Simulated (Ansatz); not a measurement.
## Telling polymorphs of VBiO4 apart by ⁵¹V

Method: Kohn–Sham DFT in Ansatz, r2SCAN, plane waves and PAW, scalar-relativistic, 500 eV cutoff. Q(⁵¹V) = -52.00 mb, I = 7/2. The cells come from the COD, with the atoms relaxed (PBE, cell held). Calculated pressures reach 4 GPa in size and forces 0.3 eV/Å in them. Spin–orbit coupling is left out, which moves gradients at and beside heavy atoms (Bi) by some per cent and at some sites by far more.

Q: Rank the structures by their largest ⁵¹V |C_Q|, smallest first.
A. I4_1/amd, 12 atoms in the cell run; V site: 4 O at 1.73 Å
B. I4_1/a, 12 atoms in the cell run; V site: 4 O at 1.73 Å

A: A (4.21 MHz), B (5.33 MHz).
